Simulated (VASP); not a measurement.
# Pd (P6_3/mmc) in VASP: notebook

One crystal, Pd, is run at these levels: PBEsol, LDA; tasks: relaxation of cell and atoms.

All numbers are computed with VASP 6.6.1; they aren't measurements. Logs are shortened: lines on timing, memory, paths and dates and some standing lists are left out, and cuts for length are marked.

**1. The crystal as given**

The structure is hexagonal, space group P6_3/mmc (No. 194). The conventional cell has a = 2.784 Å, b = 2.784 Å, c = 4.629 Å, α = 90.00°, β = 90.00°, γ = 120.00°. Pd (site symmetry -6m2) is surrounded by 12 Pd at 2.78 to 2.82 Å.

This isn't the form of Pd at room conditions, which is fcc.

**2. Relaxation of cell and atoms, PBEsol**

INCAR reads:

```
SYSTEM = Pd
ALGO     = Fast           ! electronic algorithm
EDIFF    = 1E-6           ! SCF threshold, eV
EDIFFG   = -0.005         ! ionic threshold
ENCUT    = 600            ! plane-wave cutoff, eV
GGA      = PS             ! functional
IBRION   = 2              ! ionic algorithm
ISIF     = 3              ! what is computed and relaxed
ISMEAR   = -1             ! smearing method
LASPH    = .True.         ! aspherical terms in the spheres
LCHARG   = .False.        ! write CHGCAR
LREAL    = .False.        ! projectors in reciprocal space
LWAVE    = .False.        ! write WAVECAR
NELM     = 100            ! most SCF steps
NSW      = 40             ! ionic steps
PREC     = Accurate       ! precision mode
SIGMA    = 0.05           ! smearing width, eV
```

KPOINTS reads:

```
k-points
0
Gamma
  10 10 6
  0 0 0
```

POSCAR reads:

```
Pd
1.0
    2.7836650458      0.0000000000      0.0000000000
   -1.3918325229      2.4107246453      0.0000000000
    0.0000000000      0.0000000000      4.6288930000
Pd
2
Direct
    0.3333333333      0.6666666667      0.2500000000
    0.6666666667      0.3333333333      0.7500000000
```

Potentials or basis: VASP PAW PBE potentials, release 64 (Pd).

Command:

```
> cat potpaw_PBE.64/Pd/POTCAR > POTCAR
> mpirun -np 1 vasp_std > vasp.out
```

OUTCAR:

```text
SYSTEM = Pd
   EDIFF = 1E-6
   EDIFFG = -0.005
   ENCUT = 600
   GGA = PS
   IBRION = 2
   ISIF = 3
   ISMEAR = -1
   LASPH = .True.
   LREAL = .False.
   NELM = 100
   NSW = 40
   PREC = Accurate

 ion  position               nearest neighbor table
   1  0.333  0.667  0.250-   2 2.82   2 2.82   2 2.82   2 2.82   2 2.82   2 2.82
   2  0.667  0.333  0.750-   1 2.82   1 2.82   1 2.82   1 2.82   1 2.82   1 2.82

  LATTYP: Found a hexagonal cell.
 ALAT       =     2.7836650458
 C/A-ratio  =     1.6628771507

  Lattice vectors:

 A1 = (   2.7836650458,   0.0000000000,   0.0000000000)
 A2 = (  -1.3918325229,   2.4107246453,   0.0000000000)
 A3 = (   0.0000000000,   0.0000000000,   4.6288930000)

Analysis of symmetry for initial positions (statically):
=====================================================================
 Subroutine PRICEL returns:
 Original cell was already a primitive cell.

 Routine SETGRP: Setting up the symmetry group for a
 hexagonal supercell.

 Subroutine GETGRP returns: Found 24 space group operations
 (whereof 12 operations were pure point group operations)
 out of a pool of 24 trial point group operations.

The static configuration has the point symmetry D_3d.
 The point group associated with its full space group is D_6h.

Analysis of symmetry for dynamics (positions and initial velocities):
=====================================================================
 Subroutine PRICEL returns:
 Original cell was already a primitive cell.

 Routine SETGRP: Setting up the symmetry group for a
 hexagonal supercell.

 Subroutine GETGRP returns: Found 24 space group operations
 (whereof 12 operations were pure point group operations)
 out of a pool of 24 trial point group operations.

The dynamic configuration has the point symmetry D_3d.
 The point group associated with its full space group is D_6h.

 Subroutine INISYM returns: Found 24 space group operations
 (whereof 12 operations are pure point group operations),
 and found     1 'primitive' translations

----------------------------------------------------------------------------------------

                                     Primitive cell

  volume of cell :      31.0629

  direct lattice vectors                    reciprocal lattice vectors
     2.783665046  0.000000000  0.000000000     0.359238624  0.207406516  0.000000000
    -1.391832523  2.410724645  0.000000000     0.000000000  0.414813032  0.000000000
     0.000000000  0.000000000  4.628893000     0.000000000  0.000000000  0.216034374

  length of vectors
     2.783665046  2.783665046  4.628893000     0.414813032  0.414813032  0.216034374

  position of ions in fractional coordinates (direct lattice)
     0.333333333  0.666666667  0.250000000
     0.666666667  0.333333333  0.750000000

  ion indices of the primitive-cell ions
   primitive index   ion index
                 1           1
                 2           2

----------------------------------------------------------------------------------------

 KPOINTS: k-points

Automatic generation of k-mesh.
 Grid dimensions read from file:
 generate k-points for:   10   10    6

 Generating k-lattice:

  Cartesian coordinates                     Fractional coordinates (reciprocal lattice)
     0.035923862  0.020740652  0.000000000     0.100000000  0.000000000  0.000000000
     0.000000000  0.041481303  0.000000000     0.000000000  0.100000000  0.000000000
     0.000000000  0.000000000  0.036005729     0.000000000  0.000000000  0.166666667

  Length of vectors
     0.041481303  0.041481303  0.036005729

  Shift w.r.t. Gamma in fractional coordinates (k-lattice)
     0.000000000  0.000000000  0.000000000

 Subroutine IBZKPT returns following result:
 ===========================================

 Found     56 irreducible k-points:

 Following reciprocal coordinates:
            Coordinates               Weight
  0.000000  0.000000  0.000000      1.000000
  0.100000  0.000000  0.000000      6.000000
  0.200000  0.000000  0.000000      6.000000
  0.300000  0.000000  0.000000      6.000000
  0.400000  0.000000  0.000000      6.000000
  0.500000  0.000000  0.000000      3.000000
[... 16 lines left out ...]
  0.300000  0.100000  0.166667     24.000000
  0.400000  0.100000  0.166667     24.000000
 [... further k-points ...]
   k-points           NKPTS =     56   k-points in BZ     NKDIM =     56   number of bands    NBANDS=     14
   number of dos      NEDOS =    301   number of ions     NIONS =      2
   total plane-waves  NPLWV =  23040
   dimension x,y,z NGX =    24 NGY =   24 NGZ =   40
   dimension x,y,z NGXF=    48 NGYF=   48 NGZF=   80
   ions per type =               2
   NGX,Y,Z   is equivalent  to a cutoff of  14.33, 14.33, 14.37 a.u.
   NGXF,Y,Z  is equivalent  to a cutoff of  28.67, 28.67, 28.73 a.u.
 SYSTEM =  Pd
   PREC   = accura    normal or accurate (medium, high low for compatibility)
   ISTART =      0    job   : 0-new  1-cont  2-samecut
   ICHARG =      2    charge: 1-file 2-atom 10-const
   ISPIN  =      1    spin polarized calculation?
   LNONCOLLINEAR =      F non collinear calculations
   LSORBIT =      F    spin-orbit coupling
   LASPH  =      T    aspherical Exc in radial PAW
   ENCUT  =  600.0 eV  44.10 Ry    6.64 a.u.   5.56  5.56  9.25*2*pi/ulx,y,z
   NELM   =    100;   NELMIN=  2; NELMDL= -5     # of ELM steps
   EDIFF  = 0.1E-05   stopping-criterion for ELM
   LREAL  =      F    real-space projection
   EDIFFG = -.5E-02   stopping-criterion for IOM
   NSW    =     40    number of steps for IOM
   IBRION =      2    ionic relax: 0-MD 1-quasi-New 2-CG
   NFREE  =      1    steps in history (QN), initial steepest desc. (CG)
   ISIF   =      3    stress and relaxation
   ISYM   =      2    0-nonsym 1-usesym 2-fastsym
   POTIM  = 0.5000    time-step for ionic-motion
   TEBEG  =    0.0;   TEEND  =   0.0 temperature during run
   PSTRESS=    0.0 pullay stress
   NELECT =      20.0000    total number of electrons
   NUPDOWN=      -1.0000    fix difference up-down
   EMIN   =  10.00;   EMAX   =-10.00  energy-range for DOS
   EFERMI =   0.00;   METHOD = LEGACY
   ISMEAR =    -1;   SIGMA  =   0.05  broadening in eV -4-tet -1-fermi 0-gaus
   EFERMI_NEDOS =   21; number of points for ismear=-14 and -15
   IALGO  =     68    algorithm
   IMIX   =      4    mixing-type and parameters
     AMIX     =   0.40;   BMIX     =  1.00
     AMIX_MAG =   1.60;   BMIX_MAG =  1.00
  volume/ion in A,a.u.               =      15.53       104.81
  Fermi-wavevector in a.u.,A,eV,Ry     =   1.413636  2.671385 27.189429  1.998367
  Thomas-Fermi vector in A             =   2.535261
   LORBIT       =      0    0 simple, 1 ext, 2 COOP (PROOUT), +10 PAW based schemes
   GGA     = PS    functional components
   LHFCALC =     F    Hartree Fock is set to
   AEXX    =    0.0000 exact exchange contribution
   IVDW    =     0    specifies the selected vdW correction
   LEPSILON=     F    determine dielectric tensor
   LRPA    =     F    only Hartree local field effects (RPA)
 conjugate gradient relaxation of ions
 non-spin polarized calculation
 RMM-DIIS sequential band-by-band and
  energy-cutoff  :      600.00
  volume of cell :       31.06
 maximum number of plane-waves:      1057
 NGX is ok and might be reduce to    24
   NGX = 11   NGY = 11   NGZ = 19

--------------------------------------- Ionic step        1  -------------------------------------------

 number of electron      20.0000005 magnetization

 Free energy of the ion-electron system (eV)
  ---------------------------------------------------
  ext. energy  EPLUGINS =         0.00000000
  ---------------------------------------------------
  free energy    TOTEN  =       -11.80990312 eV

  energy without entropy =      -11.76576665  energy(sigma->0) =      -11.78783488

------------------------ aborting loop because EDIFF is reached ----------------------------------------

  FORCE on cell =-STRESS in cart. coord.  units (eV):
  Direction    XX          YY          ZZ          XY          YZ          ZX
  --------------------------------------------------------------------------------------
  -------------------------------------------------------------------------------------
  Total       -2.1281736     -2.1281736     -1.8163741      0.0000000      0.0000000      0.0000000
  in kB     -109.7680381   -109.7680381    -93.6858836      0.0000000      0.0000000      0.0000000
  external PRESSURE =    -104.4073199 kB  Pullay stress =       0.0000000 kB
[... 23 lines left out ...]
--------------------------------------- Ionic step        2  -------------------------------------------

 number of electron      20.0000002 magnetization

 E-fermi :  11.4131     XC(G=0): -13.9962

 val. band max:       11.4131303460   @ k =   0.3000   0.0000   0.0000
 cond. band min:      11.4291845693   @ k =   0.4000   0.1000   0.0000
 fundamental gap:      0.0160542233
 Fermi energy:        11.4131322086

 k-point     1 :       0.0000    0.0000    0.0000
  band No.  band energies     occupation
      1       3.3476      2.00000
      2       5.2119      2.00000
      3       7.8799      2.00000
      4       8.1617      2.00000
      5       8.1617      2.00000
      6       8.5771      2.00000
      7       8.5771      2.00000
      8       9.4756      2.00000
      9       9.4756      2.00000
     10      11.1404      1.99148
     11      11.1404      1.99148
     12      11.8442      0.00036
     13      19.0798      0.00000
     14      28.5788      0.00000
[... 377 lines left out ...]
      1       5.5173      2.00000
      2       5.6552      2.00000
      3       6.6149      2.00000
      4       7.3998      2.00000
      5       8.1394      2.00000
      6       9.0411      2.00000
      7       9.7019      2.00000
      8      10.9664      1.99974
      9      11.1726      1.98385
     10      11.5039      0.28002
     11      13.8780      0.00000
     12      17.0629      0.00000
     13      20.7840      0.00000
     14      22.4607      0.00000

 [... further k-points ...]
[... 5 lines left out ...]
  --------------------------------------------------------------------------------------
  -------------------------------------------------------------------------------------
  Total        3.8336470      3.8336470      3.8016481      0.0000000     -0.0000000      0.0000000
  in kB      229.7798631    229.7798631    227.8619248      0.0000000     -0.0000000      0.0000000
  external PRESSURE =     229.1405503 kB  Pullay stress =       0.0000000 kB
[... 53 lines left out ...]
  FREE ENERGIE OF THE ION-ELECTRON SYSTEM (eV)
  ---------------------------------------------------
  free  energy   TOTEN  =       -11.8753757441 eV

  energy  without entropy=      -11.8351903674  energy(sigma->0) =      -11.85528306

[... ionic steps 4 to 7 ...]

--------------------------------------- Ionic step        8  -------------------------------------------

 number of electron      19.9999998 magnetization

------------------------ aborting loop because EDIFF is reached ----------------------------------------
[... 67 lines left out ...]
--------------------------------------- Ionic step       10  -------------------------------------------

 number of electron      19.9999998 magnetization

 Free energy of the ion-electron system (eV)
  ---------------------------------------------------
  ext. energy  EPLUGINS =         0.00000000
  ---------------------------------------------------
  free energy    TOTEN  =       -11.87594584 eV

  energy without entropy =      -11.83689559  energy(sigma->0) =      -11.85642071

 E-fermi :   9.8038     XC(G=0): -13.4359

 val. band max:        9.7930358443   @ k =   0.3000   0.0000   0.0000
 cond. band min:       9.8170137680   @ k =   0.4000   0.1000   0.0000
 fundamental gap:      0.0239779238
 Fermi energy:         9.8037721702

 k-point     1 :       0.0000    0.0000    0.0000
  band No.  band energies     occupation
      1       2.4697      2.00000
      2       4.3516      2.00000
      3       6.7308      2.00000
      4       6.9902      2.00000
      5       6.9902      2.00000
      6       7.3424      2.00000
      7       7.3424      2.00000
      8       8.1443      2.00000
      9       8.1443      2.00000
     10       9.5715      1.98099
     11       9.5715      1.98099
     12      10.4453      0.00001
     13      16.7109      0.00000
     14      26.9444      0.00000
[... 377 lines left out ...]
      1       4.6659      2.00000
      2       4.7959      2.00000
      3       5.6269      2.00000
      4       6.3302      2.00000
      5       6.9898      2.00000
      6       7.7582      2.00000
      7       8.3553      2.00000
      8       9.4167      1.99913
      9       9.5933      1.97075
     10       9.8791      0.36274
     11      12.1255      0.00000
     12      15.1103      0.00000
     13      18.4910      0.00000
     14      20.2003      0.00000

 [... further k-points ...]
[... 5 lines left out ...]
  --------------------------------------------------------------------------------------
  -------------------------------------------------------------------------------------
  Total        0.0018370      0.0018370      0.0034294     -0.0000000      0.0000000      0.0000000
  in kB        0.1007445      0.1007445      0.1880716     -0.0000000      0.0000000      0.0000000
  external PRESSURE =       0.1298536 kB  Pullay stress =       0.0000000 kB
[... 17 lines left out ...]
  FREE ENERGIE OF THE ION-ELECTRON SYSTEM (eV)
  ---------------------------------------------------
  free  energy   TOTEN  =       -11.8759458397 eV

  energy  without entropy=      -11.8368955891  energy(sigma->0) =      -11.85642071

 reached required accuracy - stopping structural energy minimisation
```

It took 1.9 min on 1 thread of Intel Xeon Platinum 8488C (Sapphire Rapids), shared host; peak memory 0.18 GiB.

Results:

```yaml
Free_energy: -11.8759 eV
Relaxed_volume: 14.61 Å³/atom
Relaxed_cell: a = 2.718 Å, b = 2.718 Å, c = 4.566 Å, α = 90.00°, β = 90.00°, γ = 120.00°
Space_group_after_relaxing_to_0.05_Å: P6_3/mmc (No. 194)
Energy_gained_by_relaxing: 33.0 meV/atom
Ionic_steps: 10
Pressure_after_relaxing: 0.0 GPa
Band_gap_on_the_k_mesh: none (metal or under the smearing width)
```

The path:
```tsv
step	energy change (eV)	largest force (eV/Å)	pressure (GPa)	volume (Å³)
1	0.0000	0.0000	-10.44	31.06
2	0.0954	0.0000	22.91	26.73
3	-0.0655	0.0000	-0.15	29.25
4	-0.0655	0.0000	0.03	29.21
5	-0.0655	0.0000	0.28	29.17
6	-0.0660	0.0000	0.27	29.18
7	-0.0660	0.0000	0.28	29.18
8	-0.0660	0.0000	0.28	29.18
9	-0.0660	0.0000	-0.44	29.28
10	-0.0660	0.0000	0.01	29.21
```

Final structure:
```cif
data_structure
_symmetry_space_group_name_H-M 'P 1'
_symmetry_Int_Tables_number 1
_cell_length_a 2.7180
_cell_length_b 2.7180
_cell_length_c 4.5663
_cell_angle_alpha 90.000
_cell_angle_beta 90.000
_cell_angle_gamma 120.000
_cell_volume 29.21
loop_
_atom_site_label
_atom_site_type_symbol
_atom_site_fract_x
_atom_site_fract_y
_atom_site_fract_z
_atom_site_occupancy
Pd1 Pd 0.33333 0.66667 0.25000 1
Pd2 Pd 0.66667 0.33333 0.75000 1
```

Caveat: the PAW data sets were made with another functional, which shifts forces and pressure a little.

[end of part 1 of 2]
